Notebook: forecasting three points of a band path in layered phosphorus

The crystal is a stack of puckered phosphorus layers of the black-phosphorus kind, each atom bound to three neighbours, treated with PBE and no dispersion term. Successive layers are shifted along the armchair axis, so this is a different polytype from black phosphorus. The task is to forecast rows 1 to 3 from the other rows. The levels b1, b2 and b3 are the first three below the Fermi level, a1 and a2 the first two above it, all ordered by energy alone; band distance is the length travelled along the path in reciprocal space.

Band levels of layered phosphorus (four-atom cell, space group P2/m), computed with Ansatz 0.2.0 using scalar-relativistic PBE without dispersion correction or spin polarisation. The single-point run used PAW, a plane-wave cutoff of 420 eV, an 8×10×6 k mesh and Gaussian smearing of 0.01 eV.

```
row  band distance (1/Å)  level b3 from the Fermi level (eV)  level b2 from the Fermi level (eV)  level b1 from the Fermi level (eV)  level a1 from the Fermi level (eV)  level a2 from the Fermi level (eV)
  1                    ?                                   ?                                   ?                                   ?                                   ?                                   ?
  2                    ?                                   ?                                   ?                                   ?                                   ?                                   ?
  3                    ?                                   ?                                   ?                                   ?                                   ?                                   ?
  4                1.106                              -2.808                              -2.398                              -2.238                               1.116                               1.198
  5                1.338                              -2.927                              -1.966                              -1.822                               0.931                               0.936
  6                1.629                              -2.882                              -1.928                              -1.363                               0.991                               1.098
  7                2.036                              -3.238                              -1.248                              -0.327                               0.648                               1.425
  8                2.444                              -1.959                              -1.309                              -0.163                               0.156                               1.563
  9                2.676                              -1.915                              -1.791                              -0.301                               0.924                               1.484
 10                2.909                              -2.223                              -1.855                              -0.248                               1.365                               1.444
 11                3.213                              -1.927                              -1.638                              -0.558                               1.474                               1.820
 12                3.553                              -2.307                              -1.657                              -0.706                               1.656                               1.916
 13                3.915                              -2.646                              -1.421                              -1.107                               2.091                               2.346
 14                4.322                              -2.977                              -1.608                              -1.285                               2.449                               2.492
 15                4.730                              -4.837                              -0.953                              -0.926                               1.812                               2.944
 16                5.070                              -4.047                              -1.457                              -1.441                               1.657                               2.014
 17                5.410                              -2.908                              -2.287                              -2.204                               1.058                               1.149
 18                5.722                              -3.240                              -2.130                              -1.981                               1.166                               1.199
 19                6.022                              -4.196                              -1.775                              -1.733                               1.768                               2.371
 20                6.357                              -4.170                              -1.816                              -1.739                               1.747                               2.611
 21                6.764                              -3.200                              -1.616                              -1.390                               2.645                               2.717
 22                7.172                              -2.661                              -1.352                              -1.187                               1.832                               2.038
 23                7.471                              -2.149                              -2.058                              -0.843                               1.722                               1.880
 24                7.770                              -2.107                              -1.868                              -0.456                               1.387                               1.676
```

Where the three rows lie

Let k1, k2 and k3 be the fractional coordinates of k along the armchair, zigzag and stacking directions. The reciprocal cell reproduces every known band distance to 0.0006 Å⁻¹ if the rows are every sixth point of the path. Row 1 is then Γ, and rows 2 and 3 lie 6/14 and 12/14 of the way from Γ to Z, along the zigzag axis at k3 = 0. The segment from B to D runs parallel to this at k3 = ½, and rows 8, 7 and 6 have the same k2 as rows 1, 2 and 3.

The picture

Partner points differ only in the phase of the wave function from layer to layer: equal at k3 = 0, alternating at k3 = ½. An orbital that reaches out of the layer overlaps the next layer, and its energy depends on that phase; an orbital confined to in-plane bonds hardly notices it. With hopping t between neighbouring layers, a level of the single layer E0 becomes

E(k2, k3) = E0(k2) + 2t cos(2πk3)
E(k2, 0) = E(k2, ½) + S, with S = 4t

A forecast therefore needs the partner row and the stacking shift S of each band.

The known rows show that S is large. From B (row 8) to row 10, close to Γ, the gap a1 − b1 opens from 0.319 to 1.613 eV, almost wholly through a1, while b1 dips and partly recovers. One cosine describes neither that dip nor the early rise of a1, so I passed three terms (constant, cos, cos²) exactly through rows 8 to 10 and read off Γ, which gives S0 = E(Γ) − E(B). Three terms through three rows leave no check on the fit.

At the other end of the line, on the zone face k2 = ½, the bands have regrouped. There b1 and b2 lie within 0.16 eV of each other in all seven rows, against more than 1.1 eV in rows 8 to 10. Symmetry argues that this pairing is left over from the glide plane of an isolated layer; P2/m does not enforce it, and a1 and a2 break it in rows 15, 16 and 19. A second shift, S1 = E(Z) − E(D), comes from a constant plus cosines in k3 and k1 fitted to rows 4, 5, 17 and 18. Leaving row 17 out and predicting it gives an rms miss of 0.075 eV over its five levels.

For b1 the two shifts are −0.066 and −0.644 eV, for a1 they are 1.210 and 0.211 eV. Since t belongs to the orbital make-up of a band, I assume that each row keeps the make-up of the nearer end: row 2 takes S0, row 3 takes S1, and the levels are re-sorted. The alternative blends them with weight w = sin²(πk2) on S1. Levels b2 and b3 come close in row 9 and may cross between B and Γ, so their S0 is the mean of the two assignments, uncertain by 0.223 eV.

Worked case and forecasts

For b1 of row 3 the partner is row 6, which took no part in either fit:

b1 = −1.363 − 0.644 = −2.007 eV
w = 0.95, distance to the blend = 0.05 × (0.644 − 0.066) = 0.029 eV
bar = √(0.150² + 0.029²) = 0.153 eV

The 0.150 eV is twice the row-17 miss. Row 2 also carries the crossing term, and row 1 has 0.05 eV plus the step from row 10. These bars are judgements and have no statistical meaning. In eV, in the order b3, b2, b1, a1, a2:

Row 1, at 0.000 Å⁻¹: −2.27±0.10, −1.83±0.08, −0.23±0.07, 1.37±0.05, 1.45±0.05
Row 2, at 0.407 Å⁻¹: −3.33±0.29, −1.99±0.27, −0.39±0.27, 1.31±0.23, 1.86±0.42
Row 3, at 0.815 Å⁻¹: −2.69±0.15, −2.53±0.15, −2.01±0.15, 1.20±0.16, 1.44±0.15

In words, row 1 has a gap of about 1.6 eV with a1 and a2 close. In row 2, b1 stays nearly flat (heavy zigzag holes), the gap is about 1.7 eV, and a2 is the weakest forecast, since a higher band may descend. In row 3, b1 has dropped steeply, the gap is about 3.2 eV, and b1 and b2 are not yet paired. None of the three rows holds a band edge.

The withheld rows as computed:

```
row  band distance (1/Å)  level b3 from the Fermi level (eV)  level b2 from the Fermi level (eV)  level b1 from the Fermi level (eV)  level a1 from the Fermi level (eV)  level a2 from the Fermi level (eV)
  1                0.000                              -2.256                              -1.849                              -0.233                               1.366                               1.451
  2                0.407                              -3.232                              -2.115                              -0.635                               1.346                               1.932
  3                0.815                              -2.798                              -2.618                              -2.039                               1.210                               1.416
```

Hits and misses

The three distances are met and all 15 levels fall inside their bars, which shows chiefly that the bars were generous. The rms miss is 0.086 eV, against 0.550 eV for copying the partner rows unshifted, so the stacking shift is needed. No band edge appears in these rows. Every miss is listed in the output printed after this page.

Row 1 was an easy target. Its largest miss is 0.024 eV, in b2, but row 10 lies only two path steps from Γ, and copying it would have missed by at most 2.256 − 2.223 = 0.033 eV, in b3. Row 3 is the better test of the idea: both conduction levels and b1 are met within about 0.03 eV, and b1 and b2 are still far apart. Its b2 and b3 both came out about 0.1 eV lower than forecast, the size of error that row 17 had announced.

Row 2 holds the real failure. Its b1 is −0.635 eV, which is 0.242 eV below the forecast, and the gap is 1.98 eV where about 1.7 eV was expected. The number sits inside its bar, but the statement that b1 stays nearly flat was wrong.

Over the same zigzag step b1 falls 0.402 eV from Γ and only 0.164 eV from B. Hence S for this band changes well before the zone face: it is −0.308 eV in row 2, nearly half of S1, as the blend supposed. A shifting mix of out-of-plane and in-plane p orbitals along the line would do this, but that is a guess until the states are projected on orbitals.

The blend is no clear loser, although its rms miss is 0.134 eV. One level, a2 of row 2, supplies 0.446² = 0.199 of its total 15 × 0.134² = 0.269 eV², about three quarters; that a2 was met within 0.074 eV by the nearest-end rule despite being the weakest forecast. In that row the blend wins for b1 and b3 and loses for b2, a1 and a2. No single weight serves all bands.

The finer path points between rows 1 and 2 show what happened to the conduction levels. The band at 1.451 eV at Γ climbs to 1.932 eV and is a2 in row 2. Its rise of 0.481 eV is close to the 0.492 eV by which a1 rises from B to row 7, so these are probably the same band, with a stacking shift of 1.295 eV at Γ and 1.284 eV in row 2. For this band the picture works well. The a1 of row 2 is another band, which has come down from 3.164 eV at Γ. Its forecast used a shift read from other levels, so that hit owes something to luck.

The hedge on b2 and b3 can be judged as well. If they cross, the shifts are −0.739 − 0.223 = −0.962 eV for b2 and −0.089 + 0.223 = +0.134 eV for b3. Row 2 shows −0.867 and +0.006 eV, on the crossing side of the mean for both. The finer path points support the crossing. Two steps from Γ towards row 2, b2 and b3 meet at −2.228 and −2.229 eV and exchange, so the flat band is b3 at Γ but b2 in row 2. On the parallel line the level that barely moves between B and row 7 is b2 at both ends. The flat band is therefore most likely b2 at B and b3 at Γ.

What this means for hole masses and the gap

A chord mass, m = ħ²Δk²/2|ΔE|, turns a fall of b1 into a rough hole mass. Along zigzag it is 1.6 electron masses from Γ to row 2, but the band is no parabola: over the first two of those six path steps b1 falls only 0.027 eV, and the chord mass is about 2.6. The armchair chord from Γ to row 24, also a short one, gives 0.17, less than a tenth of that, so near Γ holes are much lighter along armchair. At B a zigzag chord gives no hole mass, because the top of b1 lies off B, at k2 = 0.1 on the k mesh: the band first rises and only then falls.

The gap depends strongly on the coupling between layers. The least gap of this run is 0.308 eV, slightly under the value at B because the top of b1 lies off that point, while at Γ the same conduction band is probably the one at 1.451 eV, which lies 1.684 eV above b1. The mean of this separation and the gap at B, about 1.0 eV, would be the gap at k1 = k2 = 0 without interlayer hopping if one cosine described each band, but row 9 speaks against this: it lies on the B side of the midpoint and should fall below the mean, yet its gap is 1.225 eV. Theory argues that thin flakes have a wider gap than the bulk; this page cannot say by how much. PBE without dispersion tends to leave layers too far apart, so the spacing of 5.79 Å is probably too large, and t depends on it. PBE also tends to underestimate gaps, so agreement with any measured bulk gap would be no validation, and the stability of this polytype is untested.

The rule from this page: a parallel line of the path plus a stacking shift located the levels to about 0.1 eV near the ends of the line and to 0.25 eV between them, enough to place a level and too coarse to give a mass.

Printed output of the fit:

```
every 6th path point: largest distance error on known rows 0.0006 1/A (table rounding 0.0005)
layer spacing 5.79 A; gaps a1-b1 rows 8, 9, 10 (eV):   0.319   1.225   1.613
zigzag-face rows [4, 5, 15, 16, 17, 18, 19]
  b1-b2 (eV):   0.160   0.144   0.027   0.016   0.083   0.149   0.042
  a2-a1 (eV):   0.082   0.005   1.132   0.357   0.091   0.033   0.603
b1-b2 rows 8, 9, 10 (eV):   1.146   1.490   1.607
levels (eV)                   b3      b2      b1      a1      a2
row 17 left out, miss     -0.003   0.102   0.026  -0.098  -0.087  rms 0.075, doubled 0.150
fitted Z                  -2.774  -2.463  -2.347   1.110   1.222
fitted D                  -2.962  -1.860  -1.703   0.899   0.878
S0 = Gamma - B            -0.089  -0.739  -0.066   1.210  -0.118
S1 = Z - D                 0.188  -0.603  -0.644   0.211   0.344
b2/b3 crossing ambiguity in S0: 0.223 eV; mean of gap at B and forecast gap at Gamma 0.957 eV
chord mass from B, zigzag, row 7 (m_e): b1 3.86, a1 1.29
chord mass from B, stacking, row 9 (m_e): b1 1.49, a1 0.27
chord mass of b1, armchair, forecast Gamma to row 24: 0.17 m_e
row 1 (k2 = 0.000, partner row 8): distance forecast 0.000 +- 0.001, computed 0.000, miss 0.000 1/A
  forecast                -2.271  -1.825  -0.229   1.366   1.445
  error bar                0.098   0.080   0.069   0.051   0.051
  computed                -2.256  -1.849  -0.233   1.366   1.451
  miss                     0.015  -0.024  -0.004   0.000   0.006
  miss of sin^2 mix        0.015  -0.024  -0.004   0.000   0.006
  computed - partner row  -0.297  -0.540  -0.070   1.210  -0.112
  gap a1-b1 forecast 1.595 +- 0.086, computed 1.599, miss 0.004 eV
row 2 (k2 = 0.214, partner row 7): distance forecast 0.407 +- 0.001, computed 0.407, miss -0.000 1/A
  forecast                -3.327  -1.987  -0.393   1.307   1.858
  error bar                0.290   0.274   0.270   0.234   0.416
  computed                -3.232  -2.115  -0.635   1.346   1.932
  miss                     0.095  -0.128  -0.242   0.039   0.074
  miss of sin^2 mix       -0.013  -0.181  -0.017  -0.124   0.446
  computed - partner row   0.006  -0.867  -0.308   0.698   0.507
  gap a1-b1 forecast 1.700 +- 0.358, computed 1.981, miss 0.281 eV
row 3 (k2 = 0.429, partner row 6): distance forecast 0.815 +- 0.001, computed 0.815, miss 0.000 1/A
  forecast                -2.694  -2.531  -2.007   1.202   1.442
  error bar                0.151   0.150   0.153   0.158   0.152
  computed                -2.798  -2.618  -2.039   1.210   1.416
  miss                    -0.104  -0.087  -0.032   0.008  -0.026
  miss of sin^2 mix       -0.090  -0.080  -0.060  -0.041  -0.003
  computed - partner row   0.084  -0.690  -0.676   0.219   0.318
  gap a1-b1 forecast 3.209 +- 0.220, computed 3.249, miss 0.040 eV
levels inside their bars: 15 of 15
rms miss (eV): nearest-end shift 0.086, sin^2 mix 0.134, no shift 0.550
computed fall of b1 at same zigzag step (eV): rows 1-2 0.402, rows 8-7 0.164
```
